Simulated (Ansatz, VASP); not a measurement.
One calculation of CdS, two programs

```xyz
2
Lattice="4.2612 0.0000 0.0000 -2.1306 3.6903 0.0000 0.0000 0.0000 5.8042" Properties=species:S:1:pos:R:3 pbc="T T T"
Cd    0.0000    0.0000    2.5695
S     2.1306    1.2301    2.5208
```

Measurements of this composition are mostly on another form, of space group No. 186.

Alike in both runs: task single point; functional r2SCAN; k mesh 6 × 6 × 4; occupations gaussian, width 0.1 eV; no spin polarisation.

```csv
,VASP,Ansatz
version,VASP 6.6.1,Ansatz 0.2.0
potentials or method,"VASP PAW PBE potentials, release 64 (Cd, S)","scalar-relativistic, plane waves, PAW"
plane-wave cutoff (eV),520,500
valence electrons in the cell,18,26
```

Ansatz gave:

| Property | Result |
| --- | --- |
| gap on the k mesh at the Fermi level (eV) | 1.91 |
| least direct gap on the mesh (eV) | 1.91 |
| pressure (GPa) | -0.8 |
| largest component of the traceless stress (GPa) | 0.76 |
| rms of the force components (eV/Å) | 0.009 |

Which values does VASP return?

gap on the k mesh at the Fermi level (eV): 1.90; least direct gap on the mesh (eV): 1.91; pressure (GPa): -0.7; largest component of the traceless stress (GPa): 0.59; rms of the force components (eV/Å): 0.007.

Atom by atom the forces differ by 0.002 eV/Å (rms over components). The two sets of potentials don't hold the same shells in valence.

Caveats: the PAW data sets were made with another functional, which shifts forces and pressure a little (VASP). r2SCAN opens gaps a little over a GGA but as a rule still falls short of measured ones. A k mesh can miss the band edges.
